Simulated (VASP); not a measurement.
# Bi (I4/mmm) in VASP: single point with LDA

Aim: the single point of Bi with LDA.

Program: VASP 6.6.1. These are calculated values, not measurements. Logs are shortened: lines on timing, memory, paths and dates and some standing lists are left out, and cuts for length are marked.

## 1. Starting point

Symmetry: I4/mmm, No. 139, tetragonal system. The conventional cell has a = 8.515 Å, b = 8.515 Å, c = 2.861 Å, α = 90.00°, β = 90.00°, γ = 90.00°. Bi (site symmetry 4/mmm) is surrounded by 2 Bi at 2.86 Å.

This isn't the form of Bi at room conditions, which is rhombohedral.

## 2. Single point, LDA

INCAR

```
PREC = Accurate
ENCUT = 520
EDIFF = 1E-6
ISMEAR = 0
SIGMA = 0.1
LREAL = F
LASPH = T
NELM = 60
ALGO = Normal
ISIF = 2
LWAVE = F
LCHARG = F
NBANDS = 14
```

KPOINTS

```
regular mesh
0
Gamma
  6 6 6
```

POSCAR

```
Bi
1.0
   -4.2574820000      4.2574820000      1.4305640000
    4.2574820000     -4.2574820000      1.4305640000
    4.2574820000      4.2574820000     -1.4305640000
Bi
1
Direct
    0.0000000000      0.0000000000      0.0000000000
```

Potentials or basis: VASP PAW LDA potentials, release 64 (Bi_d).

The run is started by

```sh
$ cat potpaw_LDA.64/Bi_d/POTCAR > POTCAR
$ mpirun -np 1 vasp_std > vasp.out
```

OUTCAR:

```text
PREC = Accurate
   ENCUT = 520
   EDIFF = 1E-6
   ISMEAR = 0
   LREAL = F
   LASPH = T
   NELM = 60
   ISIF = 2

 ion  position               nearest neighbor table
   1  0.000  0.000  0.000-

  LATTYP: Found a body centered tetragonal cell.
 ALAT       =     8.5149640000
 C/A-ratio  =     0.3360117553

  Lattice vectors:

 A1 = (  -4.2574820000,   4.2574820000,   1.4305640000)
 A2 = (   4.2574820000,  -4.2574820000,   1.4305640000)
 A3 = (   4.2574820000,   4.2574820000,  -1.4305640000)

Analysis of symmetry for initial positions (statically):
=====================================================================
 Subroutine PRICEL returns:
 Original cell was already a primitive cell.

 Routine SETGRP: Setting up the symmetry group for a
 body centered tetragonal supercell.

 Subroutine GETGRP returns: Found 16 space group operations
 (whereof 16 operations were pure point group operations)
 out of a pool of 16 trial point group operations.

The static configuration has the point symmetry D_4h.

Analysis of symmetry for dynamics (positions and initial velocities):
=====================================================================
 Subroutine PRICEL returns:
 Original cell was already a primitive cell.

 Routine SETGRP: Setting up the symmetry group for a
 body centered tetragonal supercell.

 Subroutine GETGRP returns: Found 16 space group operations
 (whereof 16 operations were pure point group operations)
 out of a pool of 16 trial point group operations.

The dynamic configuration has the point symmetry D_4h.

 Subroutine INISYM returns: Found 16 space group operations
 (whereof 16 operations are pure point group operations),
 and found     1 'primitive' translations

----------------------------------------------------------------------------------------

                                     Primitive cell

  volume of cell :     103.7225

  direct lattice vectors                    reciprocal lattice vectors
    -4.257482000  4.257482000  1.430564000     0.000000000  0.117440309  0.349512500
     4.257482000 -4.257482000  1.430564000     0.117440309  0.000000000  0.349512500
     4.257482000  4.257482000 -1.430564000     0.117440309  0.117440309  0.000000000

  length of vectors
     6.188603988  6.188603988  6.188603988     0.368715627  0.368715627  0.166085677

  position of ions in fractional coordinates (direct lattice)
     0.000000000  0.000000000  0.000000000
[... 79 lines left out ...]
   NSW    =      0    number of steps for IOM
   IBRION =     -1    ionic relax: 0-MD 1-quasi-New 2-CG
   NFREE  =      0    steps in history (QN), initial steepest desc. (CG)
   ISIF   =      2    stress and relaxation
   ISYM   =      2    0-nonsym 1-usesym 2-fastsym
   POTIM  = 0.5000    time-step for ionic-motion
   TEBEG  =    0.0;   TEEND  =   0.0 temperature during run
   PSTRESS=    0.0 pullay stress
   NELECT =      15.0000    total number of electrons
   NUPDOWN=      -1.0000    fix difference up-down
   EMIN   =  10.00;   EMAX   =-10.00  energy-range for DOS
   EFERMI =   0.00;   METHOD = LEGACY
   ISMEAR =     0;   SIGMA  =   0.10  broadening in eV -4-tet -1-fermi 0-gaus
   EFERMI_NEDOS =   21; number of points for ismear=-14 and -15
   IALGO  =     38    algorithm
   IMIX   =      4    mixing-type and parameters
     AMIX     =   0.40;   BMIX     =  1.00
     AMIX_MAG =   1.60;   BMIX_MAG =  1.00
  volume/ion in A,a.u.               =     103.72       699.95
  Fermi-wavevector in a.u.,A,eV,Ry     =   0.859306  1.623852 10.046624  0.738406
  Thomas-Fermi vector in A             =   1.976641
   LORBIT       =      0    0 simple, 1 ext, 2 COOP (PROOUT), +10 PAW based schemes
   GGA     = CA    functional components
   LHFCALC =     F    Hartree Fock is set to
   AEXX    =    0.0000 exact exchange contribution
   IVDW    =     0    specifies the selected vdW correction
   LEPSILON=     F    determine dielectric tensor
   LRPA    =     F    only Hartree local field effects (RPA)
 non-spin polarized calculation
 Gauss-broadening in eV      SIGMA  =   0.10
  energy-cutoff  :      520.00
  volume of cell :      103.72
 maximum number of plane-waves:      2845
 NGX is ok and might be reduce to    48
   NGX = 23   NGY = 23   NGZ = 23

 number of electron      15.0000006 magnetization

 Free energy of the ion-electron system (eV)
  ---------------------------------------------------
  ext. energy  EPLUGINS =         0.00000000
  ---------------------------------------------------
  free energy    TOTEN  =        -3.13821815 eV

  energy without entropy =       -3.13821815  energy(sigma->0) =       -3.13821815

 E-fermi :  -1.1955     XC(G=0):  -5.1543

 val. band max:       -1.6411949383   @ k =  -0.1667  -0.1667   0.1667
 cond. band min:      -0.7519302420   @ k =   0.3333   0.3333   0.1667
 fundamental gap:      0.8892646963
 Fermi energy:        -1.1954807174

 k-point     1 :       0.0000    0.0000    0.0000
  band No.  band energies     occupation
      1     -23.8448      2.00000
      2     -23.4997      2.00000
      3     -23.4997      2.00000
      4     -23.2122      2.00000
      5     -23.2122      2.00000
      6     -12.7265      2.00000
      7      -2.4587      2.00000
      8      -2.4587      2.00000
      9       1.4815      0.00000
     10       3.3105      0.00000
     11       6.0242      0.00000
     12       6.5685      0.00000
     13       6.5685      0.00000
     14       7.5621      0.00000
[... 377 lines left out ...]
      1     -23.5268      2.00000
      2     -23.5268      2.00000
      3     -23.4649      2.00000
      4     -23.4648      2.00000
      5     -22.9739      2.00000
      6      -9.0690      2.00000
      7      -4.5954      2.00000
      8       0.7138      0.00000
      9       0.7166      0.00000
     10       5.1044      0.00000
     11       5.1896      0.00000
     12       6.1991      0.00000
     13       7.2344      0.00000
     14       7.8031      0.00000

 [... further k-points ...]
[... 5 lines left out ...]
  --------------------------------------------------------------------------------------
  -------------------------------------------------------------------------------------
  Total       -0.0906402     -0.0906402      1.3464611      0.0000000      0.0000000      0.0000000
  in kB       -1.4000983     -1.4000983     20.7984742      0.0000000      0.0000000      0.0000000
  external PRESSURE =       5.9994259 kB  Pullay stress =       0.0000000 kB

 VOLUME and BASIS-vectors are now :
 -----------------------------------------------------------------------------
  energy-cutoff  :      520.00
  volume of cell :      103.72
      direct lattice vectors                 reciprocal lattice vectors
    -4.257482000  4.257482000  1.430564000     0.000000000  0.117440309  0.349512500
     4.257482000 -4.257482000  1.430564000     0.117440309  0.000000000  0.349512500
     4.257482000  4.257482000 -1.430564000     0.117440309  0.117440309  0.000000000

 POSITION                                       TOTAL-FORCE (eV/Angst)
 -----------------------------------------------------------------------------------
      0.00000      0.00000      0.00000         0.000000      0.000000      0.000000
 -----------------------------------------------------------------------------------
    total drift:                               -0.000000     -0.000000      0.000000

  FREE ENERGIE OF THE ION-ELECTRON SYSTEM (eV)
  ---------------------------------------------------
  free  energy   TOTEN  =        -3.1382181527 eV

  energy  without entropy=       -3.1382181527  energy(sigma->0) =       -3.13821815
```

OSZICAR:

```text
N       E                     dE             d eps       ncg     rms          rms(c)
DAV:   1     0.109008933002E+03    0.10901E+03   -0.69570E+03   848   0.859E+02
DAV:   2     0.377148854599E+01   -0.10524E+03   -0.10161E+03   936   0.253E+02
DAV:   3    -0.304037858029E+01   -0.68119E+01   -0.67867E+01  1044   0.799E+01
DAV:   4    -0.323172257853E+01   -0.19134E+00   -0.19130E+00  1094   0.151E+01
DAV:   5    -0.324049544736E+01   -0.87729E-02   -0.87727E-02  1176   0.272E+00    0.115E+00
DAV:   6    -0.316793596164E+01    0.72559E-01   -0.46705E-02   942   0.144E+00    0.618E-01
DAV:   7    -0.313717768790E+01    0.30758E-01   -0.78308E-02   942   0.172E+00    0.961E-02
DAV:   8    -0.313812854907E+01   -0.95086E-03   -0.66275E-03  1014   0.502E-01    0.399E-02
DAV:   9    -0.313815210045E+01   -0.23551E-04   -0.70746E-04   988   0.167E-01    0.182E-02
DAV:  10    -0.313819477151E+01   -0.42671E-04   -0.95567E-05  1016   0.843E-02    0.585E-03
DAV:  11    -0.313821599801E+01   -0.21227E-04   -0.14975E-05   894   0.223E-02    0.470E-03
DAV:  12    -0.313821740998E+01   -0.14120E-05   -0.13661E-06   912   0.129E-02    0.160E-03
DAV:  13    -0.313821815272E+01   -0.74274E-06   -0.29364E-07   718   0.468E-03
   1 F= -.31382182E+01 E0= -.31382182E+01  d E =-.230209E-10
```

It took 2.1 min on 1 thread of AMD EPYC 7R43 (Zen 3), shared host; peak memory 0.21 GiB.

What came out:

| Quantity | Value |
| --- | --- |
| Free energy | -3.1382 eV |
| Pressure | 0.6 GPa |
| Band gap on the k mesh | none (metal or under the smearing width) |

Stress tensor (GPa, compression positive):
```
-0.14  0.00  0.00
 0.00 -0.14  0.00
 0.00  0.00  2.08
```

Caveat: the k mesh is coarse (spacing up to 0.39 Å⁻¹), so the values aren't converged; spin-orbit coupling is left out, which moves the levels of the heavy elements.
